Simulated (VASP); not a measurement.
# Ta in VASP: notebook, part 2 of 2

VASP 6.6.1. The steps go on from the part before.

### Step 3. Atomic charges, PBE

File INCAR:

```
SYSTEM = Ta
PREC = Accurate
ENCUT = 520
EDIFF = 1E-6
ISMEAR = 1
SIGMA = 0.1
LREAL = .FALSE.
LASPH = .TRUE.
NELM = 80
ALGO = Normal
ISIF = 2
LWAVE = .FALSE.
LCHARG = .FALSE.
GGA = PE
LORBIT = 10
KPAR = 2
```

File KPOINTS:

```
Automatic mesh
0
G
  12 12 1
  0 0 0
```

File POSCAR:

```
Ta                                      
1.0
    1.6600000000      2.3475945135      0.0000000000
   -1.6600000000      2.3475945135      0.0000000000
    0.0000000000      0.0000000000     32.7807561083
  Ta            
     9
Direct
     0.0000000000000000    0.0000000000000000    0.2170242349654540
     0.5000000000000000    0.5000000000000000    0.2856536626625208
     0.0000000000000000    0.0000000000000000    0.3570206860944406
     0.5000000000000000    0.5000000000000000    0.4285065495497968
     0.0000000000000000    0.0000000000000000    0.5000000000000000
     0.5000000000000000    0.5000000000000000    0.5714934504502035
     0.0000000000000000    0.0000000000000000    0.6429793139055594
     0.5000000000000000    0.5000000000000000    0.7143463373374792
     0.0000000000000000    0.0000000000000000    0.7829757650345459
```

Potentials or basis: VASP PAW PBE potentials, release 64 (Ta_pv).

Run with:

```console
cat potpaw_PBE.64/Ta_pv/POTCAR > POTCAR
mpirun -np 2 vasp_std > vasp.out
```

OUTCAR:

```text
SYSTEM = Ta
   PREC = Accurate
   ENCUT = 520
   EDIFF = 1E-6
   ISMEAR = 1
   LREAL = .FALSE.
   LASPH = .TRUE.
   NELM = 80
   ISIF = 2
   GGA = PE
   LORBIT = 10

 ion  position               nearest neighbor table
   1  0.000  0.000  0.217-   2 2.80   2 2.80   2 3.25   2 3.25
   2  0.500  0.500  0.286-   1 2.80   1 2.80   3 2.87   3 2.87   1 3.25   1 3.25   3 3.31   3 3.31

   3  0.000  0.000  0.357-   2 2.87   2 2.87   4 2.87   4 2.87   2 3.31   2 3.31   4 3.32   4 3.32

   4  0.500  0.500  0.429-   3 2.87   3 2.87   5 2.87   5 2.87   3 3.32   3 3.32   5 3.32   5 3.32
[... 5 lines left out ...]
   7  0.000  0.000  0.643-   8 2.87   8 2.87   6 2.87   6 2.87   8 3.31   8 3.31   6 3.32   6 3.32

   8  0.500  0.500  0.714-   9 2.80   9 2.80   7 2.87   7 2.87   9 3.25   9 3.25   7 3.31   7 3.31

   9  0.000  0.000  0.783-   8 2.80   8 2.80   8 3.25   8 3.25

  LATTYP: Found a base centered orthorhombic cell.
 ALAT       =     3.3200000000
 B/A-ratio  =     1.4142135623
 C/A-ratio  =     9.8737217194

  Lattice vectors:

 A1 = (   1.6600000000,  -2.3475945135,   0.0000000000)
 A2 = (   1.6600000000,   2.3475945135,   0.0000000000)
 A3 = (   0.0000000000,   0.0000000000,  32.7807561083)

Analysis of symmetry for initial positions (statically):
=====================================================================
 Subroutine PRICEL returns:
 Original cell was already a primitive cell.

 Routine SETGRP: Setting up the symmetry group for a
 base centered orthorhombic supercell.

 Subroutine GETGRP returns: Found  8 space group operations
 (whereof  8 operations were pure point group operations)
 out of a pool of  8 trial point group operations.

The static configuration has the point symmetry D_2h.

Analysis of symmetry for dynamics (positions and initial velocities):
=====================================================================
 Subroutine PRICEL returns:
 Original cell was already a primitive cell.

 Routine SETGRP: Setting up the symmetry group for a
 base centered orthorhombic supercell.

 Subroutine GETGRP returns: Found  8 space group operations
 (whereof  8 operations were pure point group operations)
 out of a pool of  8 trial point group operations.

The dynamic configuration has the point symmetry D_2h.

 Subroutine INISYM returns: Found  8 space group operations
 (whereof  8 operations are pure point group operations),
 and found     1 'primitive' translations

----------------------------------------------------------------------------------------

                                     Primitive cell

  volume of cell :     255.4937

  direct lattice vectors                    reciprocal lattice vectors
     1.660000000  2.347594513  0.000000000     0.301204819  0.212983970  0.000000000
    -1.660000000  2.347594513  0.000000000    -0.301204819  0.212983970  0.000000000
     0.000000000  0.000000000 32.780756108     0.000000000  0.000000000  0.030505703

  length of vectors
     2.875204341  2.875204341 32.780756108     0.368899058  0.368899058  0.030505703

  position of ions in fractional coordinates (direct lattice)
     0.000000000  0.000000000  0.217024235
     0.500000000  0.500000000  0.285653663
     0.000000000  0.000000000  0.357020686
[... 82 lines left out ...]
   ISTART =      0    job   : 0-new  1-cont  2-samecut
   ICHARG =      2    charge: 1-file 2-atom 10-const
   ISPIN  =      1    spin polarized calculation?
   LNONCOLLINEAR =      F non collinear calculations
   LSORBIT =      F    spin-orbit coupling
   LASPH  =      T    aspherical Exc in radial PAW
   ENCUT  =  520.0 eV  38.22 Ry    6.18 a.u.   5.35  5.35 60.95*2*pi/ulx,y,z
   NELM   =     80;   NELMIN=  2; NELMDL= -5     # of ELM steps
   EDIFF  = 0.1E-05   stopping-criterion for ELM
   LREAL  =      F    real-space projection
   EDIFFG = 0.1E-04   stopping-criterion for IOM
   NSW    =      0    number of steps for IOM
   IBRION =     -1    ionic relax: 0-MD 1-quasi-New 2-CG
   NFREE  =      0    steps in history (QN), initial steepest desc. (CG)
   ISIF   =      2    stress and relaxation
   ISYM   =      2    0-nonsym 1-usesym 2-fastsym
   POTIM  = 0.5000    time-step for ionic-motion
   TEBEG  =    0.0;   TEEND  =   0.0 temperature during run
   PSTRESS=    0.0 pullay stress
   NELECT =      99.0000    total number of electrons
   NUPDOWN=      -1.0000    fix difference up-down
   EMIN   =  10.00;   EMAX   =-10.00  energy-range for DOS
   EFERMI =   0.00;   METHOD = LEGACY
   ISMEAR =     1;   SIGMA  =   0.10  broadening in eV -4-tet -1-fermi 0-gaus
   EFERMI_NEDOS =   21; number of points for ismear=-14 and -15
   IALGO  =     38    algorithm
   IMIX   =      4    mixing-type and parameters
     AMIX     =   0.40;   BMIX     =  1.00
     AMIX_MAG =   1.60;   BMIX_MAG =  1.00
  volume/ion in A,a.u.               =      28.39       191.57
  Fermi-wavevector in a.u.,A,eV,Ry     =   1.193511  2.255409 19.381079  1.424469
  Thomas-Fermi vector in A             =   2.329524
   LORBIT       =     10    0 simple, 1 ext, 2 COOP (PROOUT), +10 PAW based schemes
   GGA     = PE    functional components
   LHFCALC =     F    Hartree Fock is set to
   AEXX    =    0.0000 exact exchange contribution
   IVDW    =     0    specifies the selected vdW correction
   LEPSILON=     F    determine dielectric tensor
   LRPA    =     F    only Hartree local field effects (RPA)
 non-spin polarized calculation
 Methfessel and Paxton  Order N= 1 SIGMA  =   0.10
  energy-cutoff  :      520.00
  volume of cell :      255.49
 maximum number of plane-waves:      6938
 NGX is ok and might be reduce to    24
   NGX = 11   NGY = 11   NGZ =121

 number of electron      98.9999992 magnetization

 Free energy of the ion-electron system (eV)
  ---------------------------------------------------
  ext. energy  EPLUGINS =         0.00000000
  ---------------------------------------------------
  free energy    TOTEN  =      -103.99296195 eV

  energy without entropy =     -103.99598716  energy(sigma->0) =     -103.99397036

 E-fermi :   1.8894     XC(G=0):  -8.6860

 val. band max:        1.8722066323   @ k =   0.3333   0.1667   0.0000
 cond. band min:       1.8990746844   @ k =  -0.3333   0.0833   0.0000
 fundamental gap:      0.0268680521
 Fermi energy:         1.8893839201

 k-point     1 :       0.0000    0.0000    0.0000
  band No.  band energies     occupation
      1     -32.4931      2.00000
      2     -32.4907      2.00000
      3     -32.2605      2.00000
      4     -32.1154      2.00000
      5     -31.9234      2.00000
      6     -31.8354      2.00000
[... 1477 lines left out ...]
     58       4.3489      0.00000
     59       4.8334      0.00000

 [... further k-points ...]

------------------------ aborting loop because EDIFF is reached ----------------------------------------

  FORCE on cell =-STRESS in cart. coord.  units (eV):
  Direction    XX          YY          ZZ          XY          YZ          ZX
  --------------------------------------------------------------------------------------
  -------------------------------------------------------------------------------------
  Total       -3.0608460     -2.4017094     -0.0637042     -0.0000000      0.0000000      0.0000000
  in kB      -19.1942841    -15.0608994     -0.3994830     -0.0000000      0.0000000      0.0000000
  external PRESSURE =     -11.5515555 kB  Pullay stress =       0.0000000 kB

 VOLUME and BASIS-vectors are now :
 -----------------------------------------------------------------------------
  energy-cutoff  :      520.00
  volume of cell :      255.49
      direct lattice vectors                 reciprocal lattice vectors
     1.660000000  2.347594513  0.000000000     0.301204819  0.212983970  0.000000000
    -1.660000000  2.347594513  0.000000000    -0.301204819  0.212983970  0.000000000
     0.000000000  0.000000000 32.780756108     0.000000000  0.000000000  0.030505703

 POSITION                                       TOTAL-FORCE (eV/Angst)
 -----------------------------------------------------------------------------------
      0.00000      0.00000      7.11422        -0.000000     -0.000000     -0.000251
      0.00000      2.34759      9.36394        -0.000000      0.000000      0.000106
      0.00000      0.00000     11.70341        -0.000000     -0.000000      0.000406
      0.00000      2.34759     14.04677        -0.000000      0.000000     -0.000131
      0.00000      0.00000     16.39038         0.000000      0.000000      0.000000
      0.00000      2.34759     18.73399        -0.000000      0.000000      0.000131
      0.00000      0.00000     21.07735        -0.000000      0.000000     -0.000406
      0.00000      2.34759     23.41681        -0.000000      0.000000     -0.000106
      0.00000      0.00000     25.66654        -0.000000      0.000000      0.000251
 -----------------------------------------------------------------------------------
    total drift:                               -0.000000     -0.000000      0.000000

  FREE ENERGIE OF THE ION-ELECTRON SYSTEM (eV)
  ---------------------------------------------------
  free  energy   TOTEN  =      -103.9929619515 eV

  energy  without entropy=     -103.9959871637  energy(sigma->0) =     -103.99397036

 total charge

# of ion       s       p       d       tot
------------------------------------------
    1        0.379   6.090   2.387   8.855
    2        0.373   6.176   2.386   8.936
    3        0.368   6.167   2.374   8.908
    4        0.368   6.164   2.378   8.910
    5        0.368   6.163   2.381   8.912
    6        0.368   6.164   2.378   8.910
    7        0.368   6.167   2.374   8.908
    8        0.373   6.176   2.386   8.936
    9        0.379   6.090   2.387   8.855
--------------------------------------------------
tot          3.343  55.356  21.431  80.130
```

It took 6.8 min on 2 MPI ranks of Intel Xeon 6975P-C (Granite Rapids), shared host; peak memory 0.65 GiB.

What came out:

```
Free energy                                           : -103.9930 eV
Band gap on the k mesh                                : none (metal or under the smearing width)
Valence electrons inside the program's atomic spheres : Ta 8.86, 8.94, 8.91
```

Levels at points of the mesh, in eV from the Fermi level:
| k point | band 46 | band 47 | band 48 | band 49 | band 50 | band 51 | band 52 | band 53 |
| --- | --- | --- | --- | --- | --- | --- | --- | --- |
| (0.00, 0.00, 0.00) | 0.14 | 0.18 | 0.46 | 0.49 | 0.50 | 0.70 | 0.72 | 0.73 |
| (0.50, 0.00, 0.00) | -0.47 | -0.37 | -0.15 | 0.15 | 0.48 | 0.80 | 1.18 | 1.35 |
| (0.50, 0.50, 0.00) | -0.03 | 0.12 | 0.90 | 1.15 | 1.76 | 1.84 | 2.02 | 2.13 |
